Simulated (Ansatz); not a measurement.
## GaN: Field gradients at the nuclei

The cell is a structure deposited in the COD, its atoms then relaxed with PBE in this cell.

```
CELL_PARAMETERS angstrom
3.18000 0.00000 0.00000
-1.59000 2.75396 0.00000
0.00000 0.00000 5.16600
ATOMIC_POSITIONS crystal
Ga 0.33333 0.66667 0.00394
Ga 0.66667 0.33333 0.50394
N 0.33333 0.66667 0.38106
N 0.66667 0.33333 0.88106
```

Atom numbers follow the list; atoms alike are taken as one site, whose name carries the number of the first.

Method: Kohn–Sham DFT in Ansatz, PBE, plane waves and PAW, scalar-relativistic, 420 eV cutoff, Γ-centred 11×11×6 k-points, Fermi–Dirac smearing 0.02 eV.

Conventions: |V_zz| ≥ |V_yy| ≥ |V_xx|, η = (V_xx − V_yy)/V_zz, C_Q = eQV_zz/h.

⁶⁹Ga: I = 3/2, Q = 171.0 mb; ¹⁴N: I = 1, Q = 20.44 mb. Nuclear quadrupole moments: year-2017 set (Pyykkö).

Task: Give the quadrupolar parameters of the distinct sites.

Result: 

```
site  atoms (order as listed)          first shell  V_xx, V_yy, V_zz (10²¹ V/m²)     η  C_Q (MHz)
  Ga                     1, 2   4 N at 1.94–1.95 Å            -0.22, -0.22, 0.43  0.00       1.79
   N                     3, 4  4 Ga at 1.94–1.95 Å         -0.011, -0.011, 0.023  0.00      0.011
```

An axis of threefold or higher order runs through Ga and N, so V_zz lies along it and η is zero.

At this cell the PBE pressure is 7 GPa, so with PBE the cell would grow if it were relaxed.
